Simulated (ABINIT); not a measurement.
Worked example: self-consistent single point of LiI (Fm-3m, 2 atoms in the cell) in ABINIT

Method: PBE, PAW (JTH v2.0 PBE PAW) (plane waves; ABINIT 10.0.3).

The input file:

```
# LiI, JTH v2.0 PBE PAW
pp_dirpath "./"
pseudos "Li.GGA_PBE-JTH.xml, I.GGA_PBE-JTH.xml"
acell 3*1.0 Angstrom
rprim
         0.0000000000    3.0250500000    3.0250500000
         3.0250500000    0.0000000000    3.0250500000
         3.0250500000    3.0250500000   -0.0000000000
natom 2
ntypat 2
znucl 3 53
typat 1 2
xred
         0.0000000000    0.0000000000    0.0000000000
         0.5000000000    0.5000000000    0.5000000000
ecut 544 eV
pawecutdg 1088 eV
pawxcdev 0
ixc 11
occopt 3
tsmear 0.00183747
nband 10
kptopt 1
ngkpt 6 6 6
nshiftk 1
shiftk 0 0 0
nstep 50
tolvrs 1.0e-12
prtwf 0
prtden 0
prtvol 1
enunit 2
```

Log, with long lists cut:

```
 Symmetries : space group Fm -3 m (#225); Bravais cF (face-center cubic)

 -outvars: echo values of preprocessed input variables --------
            acell      1.8897261329E+00  1.8897261329E+00  1.8897261329E+00 Bohr
             ecut      1.99916330E+01 Hartree
           enunit           2
              ixc          11
         kptrlatt        6    0    0      0    6    0      0    0    6
          kptrlen      4.85062471E+01
            natom           2
            nband          10
            ngfft          36      36      36
          ngfftdg          48      48      48
             nkpt          16
            nstep          50
             nsym          48
           ntypat           2
           occopt           3
        pawecutdg      3.99832660E+01 Hartree
         pawxcdev           0
            rprim      0.0000000000E+00  3.0250500000E+00  3.0250500000E+00
                       3.0250500000E+00  0.0000000000E+00  3.0250500000E+00
                       3.0250500000E+00  3.0250500000E+00 -0.0000000000E+00
          spgroup         225
           tolvrs      1.00000000E-12
           tsmear      1.83747000E-03 Hartree
            typat      1  2
           useylm           1
             xred      0.0000000000E+00  0.0000000000E+00  0.0000000000E+00
                       5.0000000000E-01  5.0000000000E-01  5.0000000000E-01
            znucl        3.00000   53.00000

== DATASET  1 ==================================================================

 Exchange-correlation functional for the present dataset will be:
  GGA: Perdew-Burke-Ernzerhof functional - ixc=11
 Citation for XC functional:
  J.P.Perdew, K.Burke, M.Ernzerhof, PRL 77, 3865 (1996)

 Real(R)+Recip(G) space primitive vectors, cartesian coordinates (Bohr,Bohr^-1):
 R(1)=  0.0000000  5.7165160  5.7165160  G(1)= -0.0874659  0.0874659  0.0874659
 R(2)=  5.7165160  0.0000000  5.7165160  G(2)=  0.0874659 -0.0874659  0.0874659
 R(3)=  5.7165160  5.7165160  0.0000000  G(3)=  0.0874659  0.0874659 -0.0874659
 Unit cell volume ucvol=  3.7361497E+02 bohr^3
 Angles (23,13,12)=  6.00000000E+01  6.00000000E+01  6.00000000E+01 degrees

 Coarse grid specifications (used for wave-functions):

 getcut: wavevector=  0.0000  0.0000  0.0000  ngfft=  36  36  36
         ecut(hartree)=     19.992   => boxcut(ratio)=   2.21242

 Fine grid specifications (used for densities):

 getcut: wavevector=  0.0000  0.0000  0.0000  ngfft=  48  48  48
         ecut(hartree)=     39.983   => boxcut(ratio)=   2.08589

   8.88568895E+02                                ecore*ucvol(ha*bohr**3)

_setup2: Arith. and geom. avg. npw (full set) are    1594.949    1594.915

--- !BeginCycle
solver: {iscf: 17, nstep: 50, nline: 4, wfoptalg: 10, }
tolerances: {tolvrs: 1.00E-12, }
...

     iter   Etot(hartree)      deltaE(h)  residm     nres2
 ETOT  1  -19.177781672011    -1.918E+01 5.576E-01 5.322E-01
 ETOT  2  -19.274975587061    -9.719E-02 2.411E-02 1.188E-01
 ETOT  3  -19.274164059805     8.115E-04 1.561E-03 4.041E-02
 ETOT  4  -19.274088145032     7.591E-05 1.727E-04 2.044E-03
 ETOT  5  -19.274109898293    -2.175E-05 1.186E-04 2.130E-04
 ETOT  6  -19.274109613669     2.846E-07 6.047E-06 2.340E-05
   [... 3 lines left out ...]
 ETOT 10  -19.274109572566     4.287E-11 1.328E-07 3.526E-10
 ETOT 11  -19.274109572569    -2.963E-12 3.348E-07 2.884E-10
 ETOT 12  -19.274109572562     7.137E-12 1.970E-08 2.857E-11
 ETOT 13  -19.274109572561     9.379E-13 4.997E-08 2.053E-12
 ETOT 14  -19.274109572562    -8.349E-13 2.975E-09 2.352E-13

 At SCF step   14       nres2   =  2.35E-13 < tolvrs=  1.00E-12 =>converged.

 Cartesian components of stress tensor (hartree/bohr^3)
  sigma(1 1)=  1.51642079E-05  sigma(3 2)=  0.00000000E+00
  sigma(2 2)=  1.51642079E-05  sigma(3 1)=  0.00000000E+00
  sigma(3 3)=  1.51642079E-05  sigma(2 1)=  0.00000000E+00

 ----iterations are completed or convergence reached----

 reduced coordinates (array xred) for    2 atoms
       0.000000000000      0.000000000000      0.000000000000
       0.500000000000      0.500000000000      0.500000000000
 cartesian forces (eV/Angstrom) at end:
    1     -0.00000000000000    -0.00000000000000    -0.00000000000000
    2     -0.00000000000000    -0.00000000000000    -0.00000000000000
 frms,max,avg= 0.0000000E+00 0.0000000E+00   0.000E+00  0.000E+00  0.000E+00 e/A
 length scales=  1.889726132886  1.889726132886  1.889726132886 bohr
              =  1.000000000000  1.000000000000  1.000000000000 angstroms
 Fermi (or HOMO) energy (hartree) =  -0.08447   Average Vxc (hartree)=  -0.29679
 Eigenvalues (hartree) for nkpt=  16  k points:
 kpt#   1, nband= 10, wtk=  0.00463, kpt=  0.0000  0.0000  0.0000 (reduced coord)
  -1.81607   -0.57489   -0.14949   -0.14949   -0.14949    0.00443    0.15756    0.15756
   0.15756    0.20762
      occupation numbers for kpt#   1
   2.00000    2.00000    2.00000    2.00000    2.00000    0.00000    0.00000    0.00000
   0.00000    0.00000
 prteigrs : prtvol=0 or 1, do not print more k-points.

 Fermi (or HOMO) energy (eV) =  -2.29843   Average Vxc (eV)=  -8.07620
 Eigenvalues (   eV  ) for nkpt=  16  k points:
 kpt#   1, nband= 10, wtk=  0.00463, kpt=  0.0000  0.0000  0.0000 (reduced coord)
 -49.41765  -15.64355   -4.06779   -4.06779   -4.06779    0.12054    4.28737    4.28737
   4.28737    5.64957
 prteigrs : prtvol=0 or 1, do not print more k-points.

--- !EnergyTerms
comment             : Components of total free energy in Hartree
kinetic             :  4.94892653591579E+00
hartree             :  2.46239867396774E+00
xc                  : -4.89951145508013E+00
Ewald energy        : -1.36311513592667E+01
psp_core            :  2.37830107233442E+00
local_psp           : -5.26734771702620E+00
spherical_terms     : -5.26572521322107E+00
internal            : -1.92741094623762E+01
'-kT*entropy'       :  7.83997168738351E-16
total_energy        : -1.92741094623762E+01
total_energy_eV     : -5.24475191140377E+02
...

-Cartesian components of stress tensor (GPa)         [Pressure= -4.4615E-01 GPa]
- sigma(1 1)=  4.46146324E-01  sigma(3 2)=  0.00000000E+00
- sigma(2 2)=  4.46146324E-01  sigma(3 1)=  0.00000000E+00
- sigma(3 3)=  4.46146324E-01  sigma(2 1)=  0.00000000E+00

 Calculation completed.
```

The run converged in 14 iterations.

The starting cell has typed, rounded lattice constants, without a prior relaxation at this level. Its lattice was rescaled by up to half a per cent.
